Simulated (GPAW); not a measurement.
The system is Sn.

```
CELL_PARAMETERS angstrom
-2.94014 2.94014 1.59930
2.94014 -2.94014 1.59930
2.94014 2.94014 -1.59930
ATOMIC_POSITIONS crystal
Sn 0.00000 0.00000 0.00000
Sn 0.75000 0.25000 0.50000
```

| Item | Value |
| --- | --- |
| Program | GPAW 26.7.0 |
| Task | relaxation of cell and atoms |
| Functional | MS2 |
| Potentials or basis | GPAW PAW data sets (gpaw-data 1.2.1) |
| Cutoff | 600 eV |
| Basis | pw |
| k mesh | 7 × 7 × 7 |
| Occupations | fermi-dirac, width 0.05 eV |
| Spin | no spin polarisation |

At the start: pressure -2.3 GPa; volume 27.65 Å³/atom.

Q: How do energy, volume and symmetry change on relaxing?

A: Over 4 steps the energy falls by 9.2 meV/atom and the volume is 26.47 Å³/atom (-4.3 %); space group I4_1/amd (No. 141, to 0.05 Å).

Step by step:
```tsv
step	energy change (eV)	largest force (eV/Å)	pressure (GPa)	volume (Å³)
1	0.0000	0.0000	-2.31	55.30
2	-0.0062	0.0000	-1.89	54.83
3	-0.0183	0.0000	0.17	52.80
4	-0.0184	0.0000	0.02	52.94
```

Final structure:
```xyz
2
Lattice="-2.8929 2.8929 1.5814 2.8929 -2.8929 1.5814 2.8929 2.8929 -1.5814" Properties=species:S:1:pos:R:3 pbc="T T T"
Sn    0.0000    0.0000    0.0000
Sn    0.0000    2.8929    0.7907
```

Caveat: later steps reuse the first step's grids; the PAW data sets were made with another functional, which shifts forces and pressure a little.
